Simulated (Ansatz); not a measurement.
# Re, a known structure type with other elements, at an estimated volume

```
Re
1.0
     0.00000    1.97047    1.97047
     1.97047    0.00000    1.97047
     1.97047    1.97047    0.00000
Re
1
Direct
  0.00000 0.00000 0.00000
```

Method: PBEsol, no spin polarisation; PAW, plane waves to 420 eV, 15×15×15 Γ-centred mesh, fermi-dirac occupations (width 0.0116 eV) (Ansatz 0.2.0), atoms fixed.

(1) Metal or insulator?

(2) What do density and ELF say about some of the short contacts?

(3) What does the stress say?

Origin: a known structure type with other elements, at an estimated volume, so it need not be a known compound. Caveats: atoms or cell far from equilibrium.

Results:

(1) It is a metal, with about 0.8 states/eV a cell as the mean within 0.25 eV of the Fermi level, mostly Re d (92 %).

(2) Re–Re at 2.79 Å: least valence density 0.41 e/Å³ and ELF 0.40 there. Both are smooth PAW fields, read partly inside the augmentation spheres.

(3) The pressure is -16.5 GPa (compression positive), so with the atoms held at these fractions the cell would first shrink.
